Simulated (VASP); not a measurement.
## ZnSe in VASP 6.6.1, single-point calculation

INCAR

```
NELM = 71
PREC = Accurate
LREAL = .FALSE.
IBRION = -1
ISMEAR = -1
NSW = 0
LWAVE = .FALSE.
ISPIN = 2
LCHARG = .FALSE.
ENCUT = 520
NBANDS = 16
EDIFF = 1E-7
LASPH = .TRUE.
MAGMOM = -1 -1
SIGMA = 0.02
GGA = PE
ISIF = 2
```

KPOINTS

```
KPOINTS created by Atomic Simulation Environment
0
Gamma
8 8 8
0 0 0
```

POSCAR

```
Zn Se
 1.0000000000000000
     0.0000000000000000    2.8324206844000002    2.9457175117999999
     2.8324206844000002    0.0000000000000000    2.9457175117999999
     2.8324206844000002    2.8324206844000002    0.0000000000000000
 Zn  Se
   1   1
Cartesian
  0.0000000000000000  0.0000000000000000  0.0000000000000000
  1.4162103422000001  1.4162103422000001  1.4728587558999999
```

The recommended PBE PAW datasets give the neutral cell 18 valence electrons.

Command

```
mpirun -np 1 vasp_std
```

OSZICAR

```
N       E                     dE             d eps       ncg     rms          rms(c)
DAV:   1     0.880293802181E+02    0.88029E+02   -0.86673E+03  3784   0.127E+03
DAV:   2    -0.202477408430E+00   -0.88232E+02   -0.82777E+02  4192   0.250E+02
DAV:   3    -0.588213278001E+01   -0.56797E+01   -0.56548E+01  4736   0.620E+01
DAV:   4    -0.592882614546E+01   -0.46693E-01   -0.46688E-01  4504   0.594E+00
DAV:   5    -0.592905111098E+01   -0.22497E-03   -0.22496E-03  4904   0.378E-01    0.862E+00
DAV:   6    -0.600895347071E+01   -0.79902E-01   -0.63992E-01  5328   0.232E+01    0.439E+00
DAV:   7    -0.602938466441E+01   -0.20431E-01   -0.15413E-01  4096   0.338E+00    0.224E+00
DAV:   8    -0.602710963827E+01    0.22750E-02   -0.19756E-02  4144   0.130E+00    0.892E-01
DAV:   9    -0.602693330050E+01    0.17634E-03   -0.15172E-03  4880   0.535E-01    0.325E-01
DAV:  10    -0.602701000788E+01   -0.76707E-04   -0.61146E-04  4472   0.273E-01    0.666E-02
DAV:  11    -0.602708486681E+01   -0.74859E-04   -0.11263E-04  4864   0.113E-01    0.405E-02
DAV:  12    -0.602711926898E+01   -0.34402E-04   -0.25993E-05  4528   0.400E-02    0.251E-02
DAV:  13    -0.602712627393E+01   -0.70049E-05   -0.83622E-06  4752   0.192E-02    0.394E-03
DAV:  14    -0.602712695642E+01   -0.68249E-06   -0.64516E-07  4552   0.785E-03    0.204E-03
DAV:  15    -0.602712731094E+01   -0.35452E-06   -0.37695E-07  4640   0.373E-03    0.821E-04
DAV:  16    -0.602712730992E+01    0.10220E-08   -0.41953E-08  3968   0.233E-03
   1 F= -.60271273E+01 E0= -.60271273E+01  d E =-.631630E-11  mag=    -0.0000
```

It converged. Results: pressure 0.0 GPa; magnetic moment of the cell 0.00 μB.

For comparison, a separate PBE run of the intended cell, on usual settings and not on those above, gives a gap of 1.08 eV on its mesh and a pressure of 0.0 GPa.

The run above took about 90 s on one core of a shared host (Intel Xeon Platinum 8488C) and held 0.23 GiB at most.
